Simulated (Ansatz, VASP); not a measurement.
# Two plane-wave programs on TePb

Contents of POSCAR:

```
TePb
1.0
    0.0000000000      3.2310000000      3.2310000000
    3.2310000000      0.0000000000      3.2310000000
    3.2310000000      3.2310000000      0.0000000000
Pb Te
1 1
Direct
    0.0000000000      0.0000000000      0.0000000000
    0.5000000000      0.5000000000      0.5000000000
```

Contents of INCAR.step1:

```
SYSTEM = TePb
  PREC = Accurate
  ENCUT = 600
  EDIFF = 1E-5
  ISMEAR = -1
  SIGMA = 0.05
  LREAL = .FALSE.
  LASPH = .TRUE.
  NELM = 60
  ALGO = Normal
  LWAVE = .TRUE.
  LCHARG = .FALSE.
  GGA = PE
```

INCAR.step2

```
SYSTEM = TePb
  PREC = Accurate
  ENCUT = 600
  EDIFF = 1E-6
  ISMEAR = -1
  SIGMA = 0.05
  LREAL = .FALSE.
  LASPH = .TRUE.
  NELM = 60
  ALGO = Normal
  ISIF = 3
  LWAVE = .FALSE.
  LCHARG = .FALSE.
  GGA = PE
  LHFCALC = .TRUE.
  AEXX = 0.25
  PRECFOCK = Fast
  HFRCUT = -1
  IBRION = 2
  NSW = 40
  EDIFFG = -0.01
  ISTART = 1
```

Contents of KPOINTS:

```
regular mesh
0
G
  4 4 4
  0 0 0
```

The input input.yaml:

```yaml
crystal:
  lattice:
    - [0.0, 3.231, 3.231]
    - [3.231, 0.0, 3.231]
    - [3.231, 3.231, 0.0]
  atoms:
    - { symbol: Pb, position: [0.0, 0.0, 0.0] }
    - { symbol: Te, position: [0.5, 0.5, 0.5] }
hamiltonian:
  xc: pbe0
  pseudopotentials: { kind: paw }
kpoints:
  mp_grid: { grid: [4, 4, 4] }
scf:
  occupations: { method: fermi_dirac, width: 0.05 }
output:
  forces: true
  stress: true
relax:
  f_tol: 0.01
  max_steps: 40
  cell: { stress_tol: 0.05 }
```

Alike in both runs: task relaxation of cell and atoms; functional PBE0; k mesh 4 × 4 × 4; occupations fermi-dirac, width 0.05 eV; no spin polarisation.

|  | VASP | Ansatz |
| --- | --- | --- |
| version | VASP 6.6.1 | Ansatz 0.2.0 |
| potentials or method | VASP PAW PBE potentials, release 64 (Pb_d, Te) | Ansatz PAW |
| plane-wave cutoff (eV) | 600 | 420 |
| valence electrons in the cell | 20 | 30 |

|  | VASP | Ansatz | Ansatz less VASP |
| --- | --- | --- | --- |
| gap on the k mesh at the Fermi level, each at its own relaxed structure (eV) | 1.71 | 1.77 | +0.064 |
| relaxed volume (Å³/atom) | 34.42 | 34.66 | +0.235 |
| relaxed cell length with the largest relative difference (Å) | 4.600 | 4.611 | +0.0104 |
| energy change over the relaxation (meV/atom) | -2 | -3 | -1.3 |

The two sets of potentials don't hold the same shells in valence.

Caveats: the k mesh is coarse (spacing up to 0.42 Å⁻¹), so the values aren't converged, least of all with exact exchange; spin-orbit coupling is left out, which as a rule narrows the gap of such compounds by several tenths of an eV; the PAW data sets were made with another functional, which shifts forces and pressure a little (VASP); the plane-wave basis is chosen anew once the cell has moved, so the energies of steps on either side of that aren't comparable (Ansatz); the PAW data sets come from PBE, with cores solved anew for the run's functional, which leaves a small shift of forces and pressure (Ansatz). Zero-point motion and thermal expansion aren't in these numbers. A k mesh can miss the band edges.
